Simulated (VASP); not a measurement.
# Br (Immm) in VASP: a series of runs

The runs below take Br through single point, with r2SCAN.

Everything below comes from runs of VASP 6.6.1. Logs are shortened: lines on timing, memory, paths and dates and some standing lists are left out, and cuts for length are marked.

## 1. Starting point

Symmetry: Immm, No. 71, orthorhombic system. Conventional cell: a = 2.574 Å, b = 3.440 Å, c = 7.156 Å, α = 90.00°, β = 90.00°, γ = 90.00°. Br (site symmetry mmm) is surrounded by 2 Br at 2.57 Å.

## 2. Single point, r2SCAN

INCAR

```
SYSTEM = Br
PREC = Accurate ; ENCUT = 450
EDIFF = 0.01 ; ISMEAR = 0
SIGMA = 0.05 ; LREAL = .False.
LASPH = .True. ; NELM = 100
ALGO = Normal ; ISIF = 2
LWAVE = .False. ; LCHARG = .False.
METAGGA = R2SCAN ; LMIXTAU = .True.
NBANDS = 10 ; ADDGRID = .False.
```

KPOINTS

```
regular mesh
0
Gamma
  5 5 5
  0 0 0
```

POSCAR

```
Br
1.0
   -1.2867684050      1.7199972000      3.5779911600
    1.2867684050     -1.7199972000      3.5779911600
    1.2867684050      1.7199972000     -3.5779911600
Br
1
Direct
    0.0000000000      0.0000000000      0.0000000000
```

Potentials or basis: VASP PAW PBE potentials, release 64 (Br).

Started as:

```bash
> cat potpaw_PBE.64/Br/POTCAR > POTCAR
> mpirun -np 1 vasp_std > vasp.out
```

OUTCAR:

```text
SYSTEM = Br
   PREC = Accurate
   ENCUT = 450
   EDIFF = 0.01
   ISMEAR = 0
   LREAL = .False.
   LASPH = .True.
   NELM = 100
   ISIF = 2
   METAGGA = R2SCAN

 Found     27 irreducible k-points:

 Following reciprocal coordinates:
            Coordinates               Weight
  0.000000  0.000000  0.000000      1.000000
  0.200000  0.000000 -0.000000      4.000000
  0.400000 -0.000000  0.000000      4.000000
  0.000000  0.200000  0.000000      4.000000
  0.200000  0.200000  0.000000      8.000000
  0.400000  0.200000  0.000000      8.000000
   k-points           NKPTS =     27   k-points in BZ     NKDIM =     27   number of bands    NBANDS=     10
   number of dos      NEDOS =    301   number of ions     NIONS =      1
   total plane-waves  NPLWV =  27000
   dimension x,y,z NGX =    30 NGY =   30 NGZ =   30
   dimension x,y,z NGXF=    60 NGYF=   60 NGZF=   60
   ions per type =               1
   NGX,Y,Z   is equivalent  to a cutoff of  11.95, 11.95, 11.95 a.u.
   NGXF,Y,Z  is equivalent  to a cutoff of  23.90, 23.90, 23.90 a.u.
 SYSTEM =  Br
   PREC   = accura    normal or accurate (medium, high low for compatibility)
   ISTART =      0    job   : 0-new  1-cont  2-samecut
   ICHARG =      2    charge: 1-file 2-atom 10-const
   ISPIN  =      1    spin polarized calculation?
   LNONCOLLINEAR =      F non collinear calculations
   LSORBIT =      F    spin-orbit coupling
   LASPH  =      T    aspherical Exc in radial PAW
   ENCUT  =  450.0 eV  33.07 Ry    5.75 a.u.   7.22  7.22  7.22*2*pi/ulx,y,z
   NELM   =    100;   NELMIN=  2; NELMDL= -5     # of ELM steps
   EDIFF  = 0.1E-01   stopping-criterion for ELM
   LREAL  =      F    real-space projection
   EDIFFG = 0.1E+00   stopping-criterion for IOM
   NSW    =      0    number of steps for IOM
   IBRION =     -1    ionic relax: 0-MD 1-quasi-New 2-CG
   NFREE  =      0    steps in history (QN), initial steepest desc. (CG)
   ISIF   =      2    stress and relaxation
   ISYM   =      2    0-nonsym 1-usesym 2-fastsym
   POTIM  = 0.5000    time-step for ionic-motion
   TEBEG  =    0.0;   TEEND  =   0.0 temperature during run
   PSTRESS=    0.0 pullay stress
   NELECT =       7.0000    total number of electrons
   NUPDOWN=      -1.0000    fix difference up-down
   EMIN   =  10.00;   EMAX   =-10.00  energy-range for DOS
   EFERMI =   0.00;   METHOD = LEGACY
   ISMEAR =     0;   SIGMA  =   0.05  broadening in eV -4-tet -1-fermi 0-gaus
   EFERMI_NEDOS =   21; number of points for ismear=-14 and -15
   IALGO  =     38    algorithm
   IMIX   =      4    mixing-type and parameters
     AMIX     =   0.40;   BMIX     =  1.00
     AMIX_MAG =   1.60;   BMIX_MAG =  1.00
  volume/ion in A,a.u.               =      31.68       213.76
  Fermi-wavevector in a.u.,A,eV,Ry     =   0.989764  1.870383 13.328717  0.979633
  Thomas-Fermi vector in A             =   2.121386
   LORBIT       =      0    0 simple, 1 ext, 2 COOP (PROOUT), +10 PAW based schemes
   METAGGA = R2SCAN    functional components
   LHFCALC =     F    Hartree Fock is set to
   AEXX    =    0.0000 exact exchange contribution
   IVDW    =     0    specifies the selected vdW correction
   LEPSILON=     F    determine dielectric tensor
   LRPA    =     F    only Hartree local field effects (RPA)
 non-spin polarized calculation
 Gauss-broadening in eV      SIGMA  =   0.05
  energy-cutoff  :      450.00
  volume of cell :       31.68
 maximum number of plane-waves:       697
 NGX is ok and might be reduce to    30
   NGX = 15   NGY = 15   NGZ = 15

 number of electron       7.0000000 magnetization

 Free energy of the ion-electron system (eV)
  ---------------------------------------------------
  ext. energy  EPLUGINS =         0.00000000
  ---------------------------------------------------
  free energy    TOTEN  =       -12.76115131 eV

  energy without entropy =      -12.75807293  energy(sigma->0) =      -12.75961212

 E-fermi :  -0.3963     XC(G=0):  -8.6465

 val. band max:       -0.4021533541   @ k =   0.2000   0.2000   0.0000
 cond. band min:      -0.3592643103   @ k =  -0.2000   0.2000   0.0000
 fundamental gap:      0.0428890438
 Fermi energy:        -0.3962750811

 k-point     1 :       0.0000    0.0000    0.0000
  band No.  band energies     occupation
      1     -16.5904      2.00000
      2      -2.1739      2.00000
      3      -1.3711      2.00000
      4       4.0061      0.00000
      5       5.8329      0.00000
      6       9.8430      0.00000
      7      12.6221      0.00000
      8      13.6407      0.00000
      9      15.2105      0.00000
     10      20.8742      0.00000

 k-point     2 :       0.2000    0.0000   -0.0000
  band No.  band energies     occupation
      1     -16.4306      2.00000
      2      -2.7182      2.00000
      3      -2.2365      2.00000
      4       4.0594      0.00000
      5       7.1353      0.00000
      6      10.1798      0.00000
      7      11.8518      0.00000
      8      13.7709      0.00000
      9      19.4971      0.00000
     10      21.3022      0.00000

 k-point     3 :       0.4000   -0.0000    0.0000
  band No.  band energies     occupation
      1     -16.1500      2.00000
      2      -4.2046      2.00000
      3      -2.4841      2.00000
      4       4.1484      0.00000
      5       7.0491      0.00000
      6      11.9089      0.00000
      7      13.9093      0.00000
      8      15.5546      0.00000
      9      18.7888      0.00000
     10      20.7890      0.00000

 k-point     4 :       0.0000    0.2000    0.0000
  band No.  band energies     occupation
      1     -15.8073      2.00000
      2      -1.7866      2.00000
      3      -0.7902      2.00000
      4      -0.4638      1.94384
      5       7.0985      0.00000
      6      10.5107      0.00000
      7      13.6902      0.00000
      8      14.1064      0.00000
      9      16.7158      0.00000
     10      17.5754      0.00000

 k-point     5 :       0.2000    0.2000    0.0000
  band No.  band energies     occupation
      1     -15.6275      2.00000
      2      -2.3563      2.00000
      3      -1.7535      2.00000
      4      -0.4022      1.13205
      5       8.5450      0.00000
      6      10.9359      0.00000
      7      13.3681      0.00000
      8      14.9276      0.00000
      9      16.2384      0.00000
     10      19.2756      0.00000

 k-point     6 :       0.4000    0.2000    0.0000
  band No.  band energies     occupation
      1     -15.3713      2.00000
      2      -3.5189      2.00000
      3      -2.0289      2.00000
      4      -0.2548      0.00006
      5       8.1682      0.00000
      6      12.2103      0.00000
      7      14.2951      0.00000
      8      16.0142      0.00000
      9      17.5351      0.00000
     10      18.5721      0.00000

 [... further k-points ...]

------------------------ aborting loop because EDIFF is reached ----------------------------------------

  FORCE on cell =-STRESS in cart. coord.  units (eV):
  Direction    XX          YY          ZZ          XY          YZ          ZX
  --------------------------------------------------------------------------------------
  -------------------------------------------------------------------------------------
  Total        0.9602192     -0.2717809     -0.1977371      0.0000000      0.0000000      0.0000000
  in kB       48.5683763    -13.7468157    -10.0016416      0.0000000      0.0000000      0.0000000
  external PRESSURE =       8.2733063 kB  Pullay stress =       0.0000000 kB

 VOLUME and BASIS-vectors are now :
 -----------------------------------------------------------------------------
  energy-cutoff  :      450.00
  volume of cell :       31.68
      direct lattice vectors                 reciprocal lattice vectors
    -1.286768405  1.719997200  3.577991160     0.000000000  0.290698148  0.139743218
     1.286768405 -1.719997200  3.577991160     0.388570312  0.000000000  0.139743218
     1.286768405  1.719997200 -3.577991160     0.388570312  0.290698148  0.000000000

 POSITION                                       TOTAL-FORCE (eV/Angst)
 -----------------------------------------------------------------------------------
      0.00000      0.00000      0.00000         0.000000      0.000000      0.000000
 -----------------------------------------------------------------------------------
    total drift:                               -0.000000      0.000000      0.000000

  FREE ENERGIE OF THE ION-ELECTRON SYSTEM (eV)
  ---------------------------------------------------
  free  energy   TOTEN  =       -12.7611513086 eV

  energy  without entropy=      -12.7580729318  energy(sigma->0) =      -12.75961212
```

Run time: 34 s. Hardware: 1 thread of Intel Xeon Platinum 8375C at 2.90GHz (Ice Lake), shared host; peak memory 0.16 GiB.

The run converged, but some of its settings lie outside the range that counts as converged, so its numbers aren't taken as properties of the crystal.

What came out:

| Item | Value |
| --- | --- |
| Free energy | -12.7612 eV |
| Pressure | 0.8 GPa |
| Band gap on the k mesh | none (metal or under the smearing width) |

Caveat: the k mesh is coarse (spacing up to 0.61 Å⁻¹), so the values aren't converged; the PAW data sets were made with another functional, which shifts forces and pressure a little; an odd number of electrons without spin polarisation forces a metal; a magnetic or distorted state may lie lower.

## 3. Single point, r2SCAN

Edit INCAR of step 2 so:

```diff
@@ -2,3 +2,3 @@
 PREC = Accurate ; ENCUT = 450
-EDIFF = 0.01 ; ISMEAR = 0
+EDIFF = 0.001 ; ISMEAR = 0
 SIGMA = 0.05 ; LREAL = .False.
```

KPOINTS is that of step 2.

POSCAR is that of step 2.

Potentials or basis: VASP PAW PBE potentials, release 64 (Br).

Started as:

```bash
> cat potpaw_PBE.64/Br/POTCAR > POTCAR
> mpirun -np 1 vasp_std > vasp.out
```

OUTCAR:

```text
SYSTEM = Br
   PREC = Accurate
   ENCUT = 450
   EDIFF = 0.001
   ISMEAR = 0
   LREAL = .False.
   LASPH = .True.
   NELM = 100
   ISIF = 2
   METAGGA = R2SCAN

 Found     27 irreducible k-points:

 Following reciprocal coordinates:
            Coordinates               Weight
  0.000000  0.000000  0.000000      1.000000
  0.200000  0.000000 -0.000000      4.000000
  0.400000 -0.000000  0.000000      4.000000
  0.000000  0.200000  0.000000      4.000000
  0.200000  0.200000  0.000000      8.000000
  0.400000  0.200000  0.000000      8.000000
[... 153 lines left out ...]
 [... further k-points ...]

------------------------ aborting loop because EDIFF is reached ----------------------------------------

  FORCE on cell =-STRESS in cart. coord.  units (eV):
  Direction    XX          YY          ZZ          XY          YZ          ZX
  --------------------------------------------------------------------------------------
  -------------------------------------------------------------------------------------
  Total        1.0538752     -0.1362295     -0.0786056     -0.0000000      0.0000000      0.0000000
  in kB       53.3055444     -6.8905551     -3.9759138     -0.0000000      0.0000000      0.0000000
  external PRESSURE =      14.1463585 kB  Pullay stress =       0.0000000 kB

 VOLUME and BASIS-vectors are now :
 -----------------------------------------------------------------------------
  energy-cutoff  :      450.00
  volume of cell :       31.68
      direct lattice vectors                 reciprocal lattice vectors
    -1.286768405  1.719997200  3.577991160     0.000000000  0.290698148  0.139743218
     1.286768405 -1.719997200  3.577991160     0.388570312  0.000000000  0.139743218
     1.286768405  1.719997200 -3.577991160     0.388570312  0.290698148  0.000000000

 POSITION                                       TOTAL-FORCE (eV/Angst)
 -----------------------------------------------------------------------------------
      0.00000      0.00000      0.00000         0.000000      0.000000      0.000000
 -----------------------------------------------------------------------------------
    total drift:                                0.000000     -0.000000      0.000000

  FREE ENERGIE OF THE ION-ELECTRON SYSTEM (eV)
  ---------------------------------------------------
  free  energy   TOTEN  =       -12.7606881899 eV

  energy  without entropy=      -12.7575068901  energy(sigma->0) =      -12.75909754
```

Wall time 38 s (1 thread of Intel Xeon Platinum 8375C at 2.90GHz (Ice Lake), shared host); peak memory 0.16 GiB.

These settings aren't checked as converged: the numbers below hold their error.

What came out:

| Item | Value |
| --- | --- |
| Free energy | -12.7607 eV |
| Pressure | 1.4 GPa |
| Band gap on the k mesh | none (metal or under the smearing width) |

Caveat: the k mesh is coarse (spacing up to 0.61 Å⁻¹), so the values aren't converged; the PAW data sets were made with another functional, which shifts forces and pressure a little; an odd number of electrons without spin polarisation forces a metal; a magnetic or distorted state may lie lower.

## 4. The reference run

An earlier run on the cell as given: functional PBE; potentials or basis VASP PAW PBE potentials, release 64 (Br); cutoff 520 eV; k mesh 13 × 13 × 13; occupations fermi-dirac, width 0.05 eV; no spin polarisation.

- Pressure: 1.1 GPa
- Band gap on the k mesh: none (metal or under the smearing width)
